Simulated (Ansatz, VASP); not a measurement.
# Two plane-wave programs on WC

The input INCAR:

```
SYSTEM = WC
ALGO     = Normal         ! electronic algorithm
EDIFF    = 1E-6           ! SCF threshold, eV
ENCUT    = 520            ! plane-wave cutoff, eV
GGA      = CA             ! functional
ISIF     = 2              ! what is computed and relaxed
ISMEAR   = -1             ! smearing method
LASPH    = .TRUE.         ! aspherical terms in the spheres
LCHARG   = .FALSE.        ! write CHGCAR
LREAL    = .FALSE.        ! projectors in reciprocal space
LWAVE    = .FALSE.        ! write WAVECAR
NBANDS   = 16             ! bands
NELM     = 80             ! most SCF steps
PREC     = Accurate       ! precision mode
SIGMA    = 0.1            ! smearing width, eV
```

KPOINTS

```
k-points
0
G
  17 17 17
  0 0 0
```

File POSCAR:

```
WC
1.0
    0.0000000000      1.9373954159      1.9373954159
    1.9373954159      0.0000000000      1.9373954159
    1.9373954159      1.9373954159      0.0000000000
W C
1 1
Direct
    0.0000000000      0.0000000000      0.0000000000
    0.5000000000      0.5000000000      0.5000000000
```

Input for Ansatz:

```yaml
crystal:
  lattice:
    - [0.0, 1.9373954159, 1.9373954159]
    - [1.9373954159, 0.0, 1.9373954159]
    - [1.9373954159, 1.9373954159, 0.0]
  atoms:
    - { symbol: W, position: [0.0, 0.0, 0.0] }
    - { symbol: C, position: [0.5, 0.5, 0.5] }
kpoints:
  mp_grid: { grid: [17, 17, 17] }
scf:
  occupations: { method: fermi_dirac, width: 0.1 }
hamiltonian:
  xc: lda
  pseudopotentials: { kind: paw }
output:
  forces: true
  stress: true
  eigenvalues: true
  populations: true
```

Change from the starting cell: volume scaled by 0.72, PAW files.

Alike in both runs: task single point; functional LDA; k mesh 17 × 17 × 17; occupations fermi-dirac, width 0.1 eV; no spin polarisation.

|  | VASP | Ansatz |
| --- | --- | --- |
| version | VASP 6.6.1 | Ansatz 0.2.0 |
| potentials or method | VASP PAW LDA potentials, release 64 (W_sv, C) | PAW with Ansatz's default frozen-core files, scalar-relativistic |
| plane-wave cutoff (eV) | 520 | 420 |
| valence electrons in the cell | 18 | 18 |

Ansatz gave:

* pressure (GPa): 265.4

Problem. What did VASP give for the same quantities?

Solution. Pressure (GPa): 273.6.

Caveats: the cell as given lies far from equilibrium; so large a pressure means that the cell lies far from this level's equilibrium, or that cutoff or potentials fall short (VASP). Spin-orbit coupling is left out, which matters for the levels of W.
